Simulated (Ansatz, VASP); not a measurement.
**Al in VASP and in Ansatz**

```xyz
27
Lattice="-6.0231 6.0231 0.0000 -6.0231 0.0000 6.0231 0.0000 6.0231 6.0231" Properties=species:S:1:pos:R:3 pbc="T T T"
Al    0.0000    0.0000    0.0000
Al   -2.0077    2.0077    0.0000
Al   -2.0077    0.0000    2.0077
Al    0.0000    2.0077    2.0077
Al   -4.0154    4.0154    0.0000
Al   -4.0154    2.0077    2.0077
Al   -2.0077    4.0154    2.0077
Al   -4.0154    0.0000    4.0154
Al   -2.0077    2.0077    4.0154
Al    0.0000    4.0154    4.0154
Al   -6.0231    4.0154    2.0077
Al   -4.0154    6.0231    2.0077
Al   -6.0231    2.0077    4.0154
Al   -4.0154    4.0154    4.0154
Al   -2.0077    6.0231    4.0154
Al   -4.0154    2.0077    6.0231
Al   -2.0077    4.0154    6.0231
Al   -8.0308    4.0154    4.0154
Al   -6.0231    6.0231    4.0154
Al   -4.0154    8.0308    4.0154
Al   -6.0231    4.0154    6.0231
Al   -4.0154    6.0231    6.0231
Al   -4.0154    4.0154    8.0308
Al   -8.0308    6.0231    6.0231
Al   -6.0231    8.0308    6.0231
Al   -6.0231    6.0231    8.0308
Al   -8.0308    8.0308    8.0308
```

Alike in both runs: task single point; functional PBEsol; k mesh 4 × 4 × 4; occupations gaussian, width 0.1 eV; no spin polarisation.

```csv
,VASP,Ansatz
version,VASP 6.6.1,Ansatz 0.2.0
potentials or method,"VASP PAW PBE potentials, release 64 (Al)","scalar-relativistic, plane waves, PAW"
plane-wave cutoff (eV),520,420
valence electrons in the cell,81,81
```

|  | VASP | Ansatz | Ansatz less VASP |
| --- | --- | --- | --- |
| gap on the k mesh at the Fermi level (eV) | none | none | - |
| pressure (GPa) | 0.3 | 0.2 | -0.06 |

A gap of «none» marks a metal or a gap that the smearing closes.

Caveats: the PAW data sets were made with another functional, which shifts forces and pressure a little (VASP).
